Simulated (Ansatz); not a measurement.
**BN**

The computed numbers are results of r²SCAN, scalar-relativistic (no spin polarisation) in the plane-wave PAW code Ansatz at 500 eV, Γ-centred 10×10×4 mesh; PAW files: Ansatz's generated set soft_2.

```yaml
crystal:
  lattice:
    - [2.50089, 0.00000, 0.00000]
    - [-1.25044, 2.16583, 0.00000]
    - [0.00000, 0.00000, 6.88719]
  atoms:
    - { symbol: B, position: [0.33333, 0.66667, 0.25000] }
    - { symbol: B, position: [0.66667, 0.33333, 0.75000] }
    - { symbol: N, position: [0.33333, 0.66667, 0.75000] }
    - { symbol: N, position: [0.66667, 0.33333, 0.25000] }
```

The chain of runs began from a cell as deposited in COD, expanded in volume.

Problem. What is the high-frequency dielectric tensor ε∞ (density-functional perturbation theory, local fields included)?

Solution. 
```
4.30 0.00 0.00
0.00 4.30 0.00
0.00 0.00 2.50
```

Problem. What is the static dielectric tensor, the lattice's part included?

Solution. 
```
6.00 0.00 0.00
0.00 6.00 0.00
0.00 0.00 2.87
```

Problem. List the optical modes at the zone centre without the LO–TO term, with degeneracy and infrared intensity.

Solution. 
| ω (cm⁻¹) | degeneracy | IR intensity ((D/Å)²/u) |
| --- | --- | --- |
| 40 | 2 | 0.00 |
| 93 | 1 | 0.00 |
| 775 | 1 | 3.87 |
| 824 | 1 | 0.00 |
| 1369 | 2 | 111.70 |
| 1369 | 2 | 0.00 |

Problem. Where do the optical modes lie for q → 0 along (0.00, 0.00, 1.00), with the long-range field?

Solution. 40 (×2), 93, 824, 830, 1369 (×2), 1369 (×2) cm⁻¹.

Problem. Where do the optical modes lie for q → 0 along (0.00, 1.00, 0.00), with the long-range field?

Solution. 40 (×2), 93, 775, 824, 1369, 1369 (×2), 1618 cm⁻¹.

Problem. Sketch the imaginary part of the dielectric function for independent particles (no excitons, no local fields), averaged over directions.

Solution. On a grid of 0.25 eV up to 12 eV it peaks at 6.25 eV with ε2 = 9.7; the gap on the mesh is 4.88 eV, and the smallest direct one, where absorption can begin, 5.36 eV.
```tsv
ħω (eV)	ε2
0.00	0.00
0.50	0.00
1.00	0.00
1.50	0.00
2.00	0.00
2.50	0.00
3.00	0.00
3.50	0.00
4.00	0.00
4.50	0.00
5.00	0.00
5.50	4.14
6.00	6.18
6.50	7.03
7.00	3.42
7.50	2.12
8.00	1.47
8.50	1.08
9.00	0.83
9.50	0.69
10.00	1.59
10.50	2.78
11.00	2.02
11.50	1.69
12.00	1.45
```

The principal values of ε∞, 2.50, 4.30, give refractive indices of 1.58, 2.07 below the gap, so the crystal is birefringent.

Semilocal functionals make the gap too small and so ε∞ somewhat too large. The structure is built of weakly bound layers, and this functional has no dispersion term, so their spacing and all that hangs on it (volume, the soft elastic constants, low modes, dielectric constants) are poorly given.
